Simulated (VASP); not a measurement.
All values below come from PBE GGA, VASP's PBE PAW potentials (set 64) (plane waves; VASP).

VASP input:

### KPOINTS
```
K-points
0
G
 6 6 6
```

### POSCAR
```
CsCl
1
    4.1200000000     0.0000000000     0.0000000000
    0.0000000000     4.1200000000     0.0000000000
    0.0000000000     0.0000000000     4.1200000000
Cs Cl
1 1
Direct
  0.0000000000   0.0000000000   0.0000000000
  0.5000000000   0.5000000000   0.5000000000
```

INCAR:
```
# general
SYSTEM =CsCl
PREC   =Accurate
ENCUT  =400
LREAL  =.FALSE.
LASPH  =.TRUE.

# electronic loop
EDIFF  =1E-6
NELM   =100
ALGO   =Damped
LMAXMIX=4

# smearing
ISMEAR =0
SIGMA  =0.05

# functional
GGA    =PE

# ions
ISIF   =2

# output
LWAVE  =.FALSE.
LCHARG =.FALSE.
```

POTCAR, in this order: Cs_sv Cl (PBE.64 set). Program: vasp_std.

What VASP printed:

File OUTCAR:
```
 ion  position               nearest neighbor table
   1  0.000  0.000  0.000-
   2  0.500  0.500  0.500-
  LATTYP: Found a simple cubic cell.
 ALAT       =     4.1200000000
 Subroutine PRICEL returns:
 Original cell was already a primitive cell.
 Subroutine GETGRP returns: Found 48 space group operations
The static configuration has the point symmetry O_h .
The dynamic configuration has the point symmetry O_h .
 Subroutine INISYM returns: Found 48 space group operations
 Subroutine IBZKPT returns following result:
 Found     20 irreducible k-points:

 Following reciprocal coordinates:
            Coordinates               Weight
  0.000000  0.000000  0.000000      1.000000
  0.166667  0.000000  0.000000      6.000000
  0.333333  0.000000  0.000000      6.000000
  0.500000  0.000000  0.000000      3.000000
  0.166667  0.166667  0.000000     12.000000
  0.333333  0.166667  0.000000     24.000000
  0.500000  0.166667  0.000000     12.000000
  0.333333  0.333333  0.000000     12.000000
  0.500000  0.333333  0.000000     12.000000
...
```

File OSZICAR:
```
       N       E                     dE             d eps       ncg     rms           ort
DAV:   1     0.149681977905E+03    0.14968E+03   -0.58728E+03   240   0.964E+02
DAV:   2     0.284413526488E+02   -0.12124E+03   -0.11272E+03   240   0.243E+02
DAV:   3     0.673886287211E-01   -0.28374E+02   -0.26318E+02   240   0.116E+02
DAV:   4    -0.564799325619E+01   -0.57154E+01   -0.56304E+01   240   0.556E+01
DAV:   5    -0.668200328028E+01   -0.10340E+01   -0.10185E+01   240   0.210E+01
SDA:   6    -0.587309036647E+01    0.80891E+00   -0.95316E+00   240   0.238E+01   0.000E+00
DMP:   7    -0.639826072473E+01   -0.52517E+00   -0.12546E+00   240   0.227E+00   0.228E+00
DMP:   8    -0.643648719863E+01   -0.38226E-01   -0.10322E+00   240   0.308E+00  -0.130E+00
DMP:   9    -0.650144844004E+01   -0.64961E-01   -0.33268E-01   240   0.589E-01   0.636E-01
DMP:  10    -0.651449369831E+01   -0.13045E-01   -0.90849E-02   240   0.300E-01  -0.192E-01
DMP:  11    -0.652060145720E+01   -0.61078E-02   -0.73138E-02   240   0.154E-01   0.760E-02
DMP:  12    -0.652466176357E+01   -0.40603E-02   -0.12078E-02   240   0.226E-02   0.198E-02
DMP:  13    -0.652513315903E+01   -0.47140E-03   -0.74413E-03   240   0.212E-02  -0.669E-03
DMP:  14    -0.652561851518E+01   -0.48536E-03   -0.30072E-03   240   0.545E-03   0.542E-03
DMP:  15    -0.652575896894E+01   -0.14045E-03   -0.58779E-04   240   0.172E-03  -0.669E-04
DMP:  16    -0.652579265092E+01   -0.33682E-04   -0.54918E-04   240   0.129E-03   0.212E-04
DMP:  17    -0.652582576109E+01   -0.33110E-04   -0.14069E-04   240   0.222E-04   0.340E-04
DMP:  18    -0.652583119939E+01   -0.54383E-05   -0.41401E-05   240   0.123E-04  -0.520E-05
DMP:  19    -0.652583405156E+01   -0.28522E-05   -0.28653E-05   240   0.603E-05   0.297E-05
DMP:  20    -0.652583598398E+01   -0.19324E-05   -0.53483E-06   240   0.101E-05   0.854E-06
DMP:  21    -0.652583631069E+01   -0.32672E-06   -0.29779E-06   240   0.842E-06  -0.257E-06
   1 F= -.65258363E+01 E0= -.65258363E+01  d E =-.245689E-11
```

**OUTCAR**
```
------------------------ aborting loop because EDIFF is reached ----------------------------------------
  FORCE on cell =-STRESS in cart. coord.  units (eV):
  Direction    XX          YY          ZZ          XY          YZ          ZX
  --------------------------------------------------------------------------------------
  Total        0.4671692      0.4671692      0.4671692      0.0000000      0.0000000      0.0000000
  in kB       10.7026951     10.7026951     10.7026951      0.0000000      0.0000000      0.0000000
  external PRESSURE =      10.7026951 kB  Pullay stress =       0.0000000 kB
  volume of cell :       69.93
      direct lattice vectors                 reciprocal lattice vectors
     4.120000000  0.000000000  0.000000000     0.242718447  0.000000000  0.000000000
     0.000000000  4.120000000  0.000000000     0.000000000  0.242718447  0.000000000
     0.000000000  0.000000000  4.120000000     0.000000000  0.000000000  0.242718447
 POSITION                                       TOTAL-FORCE (eV/Angst)
 -----------------------------------------------------------------------------------
      0.00000      0.00000      0.00000         0.000000      0.000000      0.000000
      2.06000      2.06000      2.06000         0.000000      0.000000      0.000000
 -----------------------------------------------------------------------------------
    total drift:                                0.000000      0.000000      0.000000
  FREE ENERGIE OF THE ION-ELECTRON SYSTEM (eV)
  ---------------------------------------------------
  free  energy   TOTEN  =        -6.5258363107 eV

  energy  without entropy=       -6.5258363107  energy(sigma->0) =       -6.52583631
```
(Selected blocks of OUTCAR.)

The compound is CsCl in the CsCl type structure. The cell was not relaxed at this level. The run is one of a series of settings (ALGO = Damped against the base run), some of them coarse on purpose.
